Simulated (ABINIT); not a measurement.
# MnO2 (R-3m) in ABINIT: reference runs

Aim: a first look at MnO2 with PBEsol, on the cell as given.

All numbers are computed with ABINIT 10.8.3 (patched build); they aren't measurements. Logs are shortened: lines on timing, memory, paths and dates and some standing lists are left out, and cuts for length are marked. The log counts tension as positive stress, the text compression.

**1. The crystal as given**

The structure is trigonal, space group R-3m (No. 166). The conventional cell has a = 2.857 Å, b = 2.857 Å, c = 13.752 Å, α = 90.00°, β = 90.00°, γ = 120.00°. Mn (site symmetry -3m) has 6 O at 1.90 Å as nearest neighbours. O (site symmetry 3m) is surrounded by 3 Mn at 1.90 Å.

Measurements of this composition are mostly on another form, of space group No. 136.

**2. Single point, PBEsol, collinear spin, ferromagnetic start**

run.abi

```
# Pseudopotentials
pp_dirpath "./"
pseudos "Mn.GGA_PBE-JTH.xml, O.GGA_PBE-JTH.xml"

# Structure
acell 9.2060886662 9.2060886662 9.2060886662
rprim
     0.2932136254     0.1692869655     0.9409397925
    -0.2932136254     0.1692869655     0.9409397925
     0.0000000000    -0.3385739311     0.9409397925
ntypat 2
znucl 25 8
natom 3
typat 1 2 2
xred
     0.0000000000     0.0000000000     0.0000000000
     0.7356355100     0.7356355100     0.7356355100
     0.2643644900     0.2643644900     0.2643644900

# Plane-wave basis
ecut 707.496042 eV
pawecutdg 48.0
pawxcdev 0

# k points
kptopt 1
ngkpt 11 11 11
nshiftk 1
shiftk 0.0 0.0 0.0

# Exchange and correlation
ixc -116133

# Bands and occupations
nband 19
occopt 3
tsmear 0.00183747

# Spin
nsppol 2
spinat
     0.0000000000     0.0000000000     4.0000000000
     0.0000000000     0.0000000000     0.0000000000
     0.0000000000     0.0000000000     0.0000000000

# SCF cycle
nstep 100
tolvrs 1.0e-9

# Output
iomode 3
prtwf 0
prteig 0
prtebands 0
prtden 1
prtvha 1
prtvclmb 1
prtpot 1
```

Potentials or basis: JTH PAW PBE v2.0.

Run with:

```bash
mpirun --bind-to none -np 4 abinit run.abi > log 2>&1
```

run.abo:

```text
.Version 10.8.3 of ABINIT
 Symmetries : space group R-3 m (#166); Bravais hR (rhombohedral)
================================================================================
 Values of the parameters that define the memory need of the present run
     intxc =       0    ionmov =       0      iscf =      17    lmnmax =      18
     lnmax =       6     mgfft =      45  mpssoang =       3    mqgrid =    3001
     natom =       3  nloc_mem =       2    nspden =       2   nspinor =       1
    nsppol =       2      nsym =      12    n1xccc =       1    ntypat =       2
    occopt =       3   xclevel =       2
       mpw =        1412          nfft =       91125          nkpt =         146
Pmy_natom=         1
 PAW method is used; the additional fine FFT grid is defined by:
   mgfftf=        60    nfftf =    216000
================================================================================
================================================================================

--------------------------------------------------------------------------------
------------- Echo of variables that govern the present computation ------------
--------------------------------------------------------------------------------
 -outvars: echo values of preprocessed input variables --------
            acell      9.2060886662E+00  9.2060886662E+00  9.2060886662E+00 Bohr
              amu      5.49380500E+01  1.59994000E+01
             ecut      2.60000000E+01 Hartree
                       outvar_i_n : Printing only first  50 k-points.
              ixc     -116133
                       outvar_i_n : Printing only first  50 k-points.
         kptrlatt       11    0    0      0   11    0      0    0   11
          kptrlen      5.93857139E+01
            natom           3
            nband          19
            ngfft          45      45      45
          ngfftdg          60      60      60
             nkpt         146
           nspden           2
           nsppol           2
            nstep         100
             nsym          12
           ntypat           2
                       prtocc : prtvol=0, do not print more k-points.
                       1.000000  1.000000  1.000000  1.000000  1.000000  1.000000
                       1.000000  1.000000  1.000000  1.000000  1.000000  1.000000
                       1.000000  1.000000  0.000000  0.000000  0.000000  0.000000
                       0.000000
                       1.000000  1.000000  1.000000  1.000000  1.000000  1.000000
                       1.000000  1.000000  1.000000  1.000000  1.000000  1.000000
                       1.000000  1.000000  0.000000  0.000000  0.000000  0.000000
                       0.000000
                       1.000000  1.000000  1.000000  1.000000  1.000000  1.000000
                       1.000000  1.000000  1.000000  1.000000  1.000000  1.000000
                       1.000000  1.000000  0.000000  0.000000  0.000000  0.000000
                       0.000000
                       1.000000  1.000000  1.000000  1.000000  1.000000  1.000000
                       1.000000  1.000000  1.000000  1.000000  1.000000  1.000000
[... 385 lines left out ...]
  -2.85957   -1.71192   -1.71192   -1.71172   -0.59283   -0.50511   -0.10607   -0.09173
  -0.09173    0.04237    0.04237    0.07613    0.07613    0.08565    0.11872    0.23491
   0.23491    0.38655    0.50157
      occupation numbers for kpt#   1
   1.00000    1.00000    1.00000    1.00000    1.00000    1.00000    1.00000    1.00000
   1.00000    1.00000    1.00000    1.00000    1.00000    1.00000    1.00000    0.00000
   0.00000    0.00000    0.00000
 prteigrs : prtvol=0 or 1, do not print more k-points.

 Eigenvalues (hartree) for nkpt= 146  k points, SPIN DOWN:
 kpt#   1, nband= 19, wtk=  0.00075, kpt=  0.0000  0.0000  0.0000 (reduced coord)
  -2.74317   -1.60004   -1.60004   -1.59397   -0.58648   -0.50061   -0.07561   -0.05811
  -0.05811    0.07916    0.07916    0.09189    0.15742    0.15742    0.21944    0.28562
   0.28562    0.40025    0.52162
      occupation numbers for kpt#   1
   1.00000    1.00000    1.00000    1.00000    1.00000    1.00000    1.00000    1.00000
   1.00000    1.00000    1.00000    1.00000    0.00079    0.00079    0.00000    0.00000
   0.00000    0.00000    0.00000
 prteigrs : prtvol=0 or 1, do not print more k-points.

--- !EnergyTerms
iteration_state     : {dtset: 1, }
comment             : Components of total free energy in Hartree
kinetic             :  2.76827341168357E+01
hartree             :  4.72151352384858E+01
xc                  : -9.53059835790543E+00
Ewald energy        : -7.52809122769441E+01
psp_core            :  4.81903499593210E+00
local_psp           : -1.25884813097056E+02
PAW spherical_terms : -5.98414732093427E+00
internal            : -1.36963566701586E+02
'-kT*entropy'       : -5.05495626311783E-07
total_energy        : -1.36963567207082E+02
total_energy_eV     : -3.72696852889929E+03
...

--- !EnergyTermsDC
iteration_state     : {dtset: 1, }
comment             : '"Double-counting" decomposition of free energy'
band_energy         : -1.76482904570067E+01
Ewald energy        : -7.52809122769441E+01
psp_core            :  4.81903499593210E+00
xc_dc               : -4.42893267354955E+01
PAW spherical_terms : -4.56407128709310E+00
internal            : -1.36963565760607E+02
'-kT*entropy'       : -5.05495626311783E-07
total_energy_dc     : -1.36963566266103E+02
total_energy_dc_eV  : -3.72696850329394E+03
...

--- !EnergyTermsWithPAWCore
iteration_state     : {dtset: 1, }
comment             : 'Components of total free energy, including PAW core contributions'
Total energy        : -1.30759526990752E+03
Total energy DC     : -1.30759526896654E+03
Total energy (eV)   : -3.55814799428712E+04
Total energy DC (eV): -3.55814799172659E+04
...

 Cartesian components of stress tensor (hartree/bohr^3)
  sigma(1 1)=  4.60434901E-05  sigma(3 2)=  7.82406303E-13
  sigma(2 2)=  4.60434957E-05  sigma(3 1)=  0.00000000E+00
  sigma(3 3)=  6.45760154E-06  sigma(2 1)=  0.00000000E+00

-Cartesian components of stress tensor (GPa)         [Pressure= -9.6643E-01 GPa]
- sigma(1 1)=  1.35464625E+00  sigma(3 2)=  2.30191882E-08
- sigma(2 2)=  1.35464641E+00  sigma(3 1)=  0.00000000E+00
- sigma(3 3)=  1.89989197E-01  sigma(2 1)=  0.00000000E+00

== END DATASET(S) ==============================================================
================================================================================

 -outvars: echo values of variables after computation  --------
            acell      9.2060886662E+00  9.2060886662E+00  9.2060886662E+00 Bohr
           etotal     -1.3696356627E+02
            fcart     -3.7452833622E-20  2.0883252492E-20  7.2280144832E-20
                      -3.8798522869E-21  1.0112599545E-19 -1.1735791732E-03
                       4.1332685909E-20 -1.2200924794E-19  1.1735791732E-03
            rprim      2.9321362540E-01  1.6928696550E-01  9.4093979250E-01
                      -2.9321362540E-01  1.6928696550E-01  9.4093979250E-01
                       0.0000000000E+00 -3.3857393110E-01  9.4093979250E-01
           strten      4.6043490092E-05  4.6043495681E-05  6.4576015354E-06
                       7.8240630277E-13  0.0000000000E+00  0.0000000000E+00
           xangst      0.0000000000E+00  0.0000000000E+00  0.0000000000E+00
                       5.4668903713E-17 -3.5837599522E-10  1.0116308412E+01
                       2.7505456374E-17 -1.2878912291E-10  3.6354861582E+00
             xred      0.0000000000E+00  0.0000000000E+00  0.0000000000E+00
                       7.3563551000E-01  7.3563551000E-01  7.3563551000E-01
                       2.6436449000E-01  2.6436449000E-01  2.6436449000E-01
 Calculation completed.
```

Wall time 3.1 min (4 MPI ranks of Arm Neoverse V2, shared host); peak memory 1 GiB.

What came out:

```
Free energy                                           : -3726.9685 eV
Pressure                                              : -1.0 GPa
Largest force                                         : 0.060 eV/Å
Band gap on the k mesh                                : 0.75 eV, indirect (least direct gap 0.81 eV)
Net moment                                            : 3.00 μB per cell
Site moments                                          : Mn +2.79; O +0.04 μB
Valence electrons inside the program's atomic spheres : Mn 13.29; O 4.53
```

Forces in eV/Å, atoms in the order of the input:
```
Mn   0.000  0.000  0.000
O    0.000  0.000 -0.060
O    0.000  0.000  0.060
```

Levels at points of the mesh, in eV from the valence-band top:
Spin up:
| k point | band 11 | band 12 | band 13 | band 14 | band 15 | band 16 | band 17 | band 18 | band 19 |
| --- | --- | --- | --- | --- | --- | --- | --- | --- | --- |
| (0.00, 0.00, 0.00) | -2.38 | -1.46 | -1.46 | -1.20 | -0.30 | 2.86 | 2.86 | 6.99 | 10.11 |
Spin down:
| k point | band 8 | band 9 | band 10 | band 11 | band 12 | band 13 | band 14 | band 15 | band 16 | band 17 |
| --- | --- | --- | --- | --- | --- | --- | --- | --- | --- | --- |
| (0.00, 0.00, 0.00) | -5.11 | -5.11 | -1.38 | -1.38 | -1.03 | 0.75 | 0.75 | 2.44 | 4.24 | 4.24 |

Caveat: the PAW data sets were made with another functional, which shifts forces and pressure a little; an odd mesh through Γ misses points on the zone boundary, where band edges often lie; a cell with one magnetic atom can't hold antiferromagnetic order, which such compounds often take.
